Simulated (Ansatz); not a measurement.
Isolated molecules relaxed with PBE0-D4/def2-TZVP in Ansatz; ΔE leaves out vibrations. CCSD(T)/CBS is the MP2 limit (def2-TZVPP, def2-QZVPP) plus CCSD(T) − MP2 in def2-TZVPP, frozen cores. DFT in def2-TZVPP. B3LYP here is the variant with VWN-RPA as its local correlation; programs differ in this. HSE06 is defined as in plane-wave codes. Elements past krypton have def2 core potentials. For Sb outer-core shells are correlated without core-valence functions, which leaves a few kJ/mol of doubt a bond. One conformer a species, not always the lowest.

Consider the cleavage of the B–Sb bond: `[BH2][SbH][CH3]` + `CC(=O)O` → `BOC(C)=O` + `[CH3][SbH2]`.

```tsv
level	ΔE (kcal/mol)	difference from CCSD(T)/CBS
PBE0-D4	-22.8	0.9
B3LYP-D4	-25.8	-2.1
r2SCANh-D4	-24.0	-0.3
HSE06-D4	-22.7	1.0
BHLYP-D4	-26.3	-2.6
ωB97X-V	-25.0	-1.3
ωB97M-V	-25.4	-1.7
B2PLYP	-25.5	-1.8
BLYP	-25.7	-2.0
PBE0	-22.9	0.8
HSE06	-22.8	0.9
CAM-B3LYP	-27.3	-3.6
RPA@PBE/def2-TZVPP	-25.0	-1.3
HF/def2-SVP	-28.6	-4.9
HF/def2-TZVPP	-27.5	-3.8
CCSD/def2-TZVPP	-24.9	-1.2
CCSD(T)/CBS	-23.7	0
```

Largest T1 diagnostic among the species: 0.015.

At CCSD(T), def2-SVP lies −4.6 kcal/mol from the extrapolated value and def2-TZVPP −0.9 kcal/mol. Leaving LDA and LC-ωPBE aside and taking each functional with its dispersion term where it has one, the values, not all of them listed here, spread over 4.8 kcal/mol, from CAM-B3LYP-D4 to PBE-D4. LDA lies −1.5 kcal/mol from PBE without D4. From BLYP to BHLYP (50 % exact exchange), in def2-TZVPP and without D4, ΔE moves by −1.1 kcal/mol.

CCSD(T)/CBS has its own doubt, a few kJ/mol and more with outer-core shells, so smaller differences from it don't rank the levels.
